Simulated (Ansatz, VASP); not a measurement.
# AgCl in VASP and in Ansatz

```
CELL_PARAMETERS angstrom
0.00000 2.80838 2.80838
2.80838 0.00000 2.80838
2.80838 2.80838 0.00000
ATOMIC_POSITIONS crystal
Ag 0.00000 0.00000 0.00000
Cl 0.50000 0.50000 0.50000
```

Alike in both runs: task relaxation of cell and atoms; functional PBE; k mesh 8 × 8 × 8; occupations gaussian, width 0.02 eV; no spin polarisation.

|  | VASP | Ansatz |
| --- | --- | --- |
| version | VASP 6.6.1 | Ansatz 0.2.0 |
| potentials or method | VASP PAW PBE potentials, release 64 (Ag, Cl) | scalar-relativistic, plane waves, PAW |
| plane-wave cutoff (eV) | 600 | 420 |
| valence electrons in the cell | 18 | 26 |

```tsv
	VASP	Ansatz	Ansatz less VASP
gap on the k mesh at the Fermi level, each at its own relaxed structure (eV)	0.92	0.92	+0.002
relaxed volume (Å³/atom)	22.06	22.08	+0.027
relaxed cell length with the largest relative difference (Å)	3.966	3.968	+0.0016
```

The two sets of potentials don't hold the same shells in valence.

A k mesh can miss the band edges.
